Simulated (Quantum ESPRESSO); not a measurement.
# Hf in Quantum ESPRESSO: the effect of functional

Crystal: Hf.

```xyz
1
Lattice="-1.8050 1.8050 1.8050 1.8050 -1.8050 1.8050 1.8050 1.8050 -1.8050" Properties=species:S:1:pos:R:3 pbc="T T T"
Hf    0.0000    0.0000    0.0000
```

This isn't the form of Hf at room conditions, which is hcp.

Alike in all runs:

- Program: Quantum ESPRESSO 7.5
- Task: band structure
- Potentials or basis: SG15 PBE 1.2
- Cutoff: 884 eV
- Density cutoff: 3537 eV
- k mesh: 8 × 8 × 8
- Occupations: fermi-dirac, width 0.05 eV
- Spin: no spin polarisation

Question: One run gave: pressure -4.5 GPa. Which functional did it use?
A. rSCAN
B. SCAN
C. r2SCAN
D. TASK

Answer: D.

| functional | pressure (GPa) |
| --- | --- |
| r2SCAN | -12.0 |
| SCAN | -14.1 |
| rSCAN | -12.4 |
| TASK | -4.5 |

Caveats: the potentials were made for another functional, which shifts forces and pressure.
